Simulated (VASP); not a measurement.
Crystal: Zr.

```xyz
2
Lattice="3.2320 0.0000 0.0000 -1.6160 2.7990 0.0000 0.0000 0.0000 5.1470" Properties=species:S:1:pos:R:3 pbc="T T T"
Zr    1.6160    0.9330    3.8603
Zr    0.0000    1.8660    1.2868
```

```yaml
Program: VASP 6.6.1
Task: relaxation of cell and atoms
Functional: PBEsol
Potentials_or_basis: VASP PAW PBE potentials, release 64 (Zr_sv)
Cutoff: 600 eV
k_mesh: 8 × 8 × 4
Occupations: fermi-dirac, width 0.05 eV
Spin: no spin polarisation
```

At the start: pressure -3.0 GPa; volume 23.28 Å³/atom.

**Question.** Where does the relaxation end?

**Answer.** Over 5 steps the energy falls by 6.7 meV/atom and the volume is 22.59 Å³/atom (-3.0 %); space group P6_3/mmc (No. 194, to 0.05 Å).

Step by step:
| step | energy change (eV) | largest force (eV/Å) | pressure (GPa) | volume (Å³) |
| --- | --- | --- | --- | --- |
| 1 | 0.0000 | 0.0000 | -2.97 | 46.56 |
| 2 | 0.0020 | 0.0000 | 3.47 | 43.71 |
| 3 | -0.0134 | 0.0000 | -0.02 | 45.16 |
| 4 | -0.0134 | 0.0000 | 0.04 | 45.14 |
| 5 | -0.0134 | 0.0000 | -0.04 | 45.17 |

Final structure:
```xyz
2
Lattice="3.1984 0.0000 0.0000 -1.5992 2.7699 0.0000 0.0000 0.0000 5.0987" Properties=species:S:1:pos:R:3 pbc="T T T"
Zr    1.5992    0.9233    3.8240
Zr    0.0000    1.8466    1.2747
```

Caveat: the PAW data sets were made with another functional, which shifts forces and pressure a little.
